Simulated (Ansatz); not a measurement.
## Bi in Ansatz: the effect of functional

Crystal: Bi.

```
Bi
1.0
     3.21664    0.00000    0.00000
     0.00000    3.20002    0.00000
    -0.07991    0.00000    6.40064
Bi
2
Cartesian
  1.6907 0.0000 4.7978
  1.4460 0.0000 1.6029
```

This isn't the form of Bi at room conditions, which is rhombohedral.

The cell isn't the ideal one: volume scaled by 0.98.

Alike in all runs:

| Quantity | Value |
| --- | --- |
| Program | Ansatz 0.2.0 |
| Task | single point |
| Potentials or basis | Ansatz PAW |
| k mesh | 8 × 8 × 4 |
| Occupations | fermi-dirac, width 0.05 eV |
| Spin | no spin polarisation |

One run gave: pressure -0.7 GPa; largest force 0.01 eV/Å. Which functional did it use?
A. PBEsol
B. r2SCAN
C. LDA

C.

```tsv
functional	cutoff	pressure (GPa)	largest force (eV/Å)
LDA	420 eV (not typed: the program's choice for these potentials)	-0.7	0.01
PBEsol	420 eV (not typed: the program's choice for these potentials)	0.6	0.01
r2SCAN	500 eV (not typed: the program's choice for these potentials)	2.3	0.02
```

Caveats: the PAW data sets come from PBE, with cores solved anew for the run's functional, which leaves a small shift of forces and pressure.
